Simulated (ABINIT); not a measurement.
A run of ABINIT 10.8.3 (patched build) is set up as follows.

run.abi

```
# Pseudopotentials
pp_dirpath "./"
pseudos "Ni.GGA_PBE-JTH.xml"

# Structure
acell 3*1.0 Angstrom
rprim
     0.0000000000     1.7375729330     1.7375729330
     1.7375729330     0.0000000000     1.7375729330
     1.7375729330     1.7375729330     0.0000000000
ntypat 1
znucl 28
natom 1
typat 1
xred
     0.0000000000     0.0000000000     0.0000000000

# Plane-wave basis
ecut 30.0
pawecutdg 52.0

# k points
kptopt 1
ngkpt 5 5 5
nshiftk 1
shiftk 0.0 0.0 0.0

# Exchange and correlation
ixc 11

# Bands and occupations
nband 14
occopt 3
tsmear 0.05 eV

# Spin
nsppol 2
spinat
     0.0000000000     0.0000000000     1.0000000000

# SCF cycle
nstep 100
tolvrs 1.0e-9

# Output
iomode 3
prtwf 0
prtden 0
prteig 0
prtebands 0
enunit 1
```

Potentials or basis: JTH PAW PBE v2.0.

Launch:

```bash
$ abinit run.abi > log 2>&1
```

**Question.** Estimate the net moment.

**Answer.** 0.00 μB per cell.

**Question.** What does it give for the band gap on the k mesh?

**Answer.** None (metal or under the smearing width).

Caveat: the k mesh is coarse (spacing up to 0.63 Å⁻¹), so the values aren't converged.
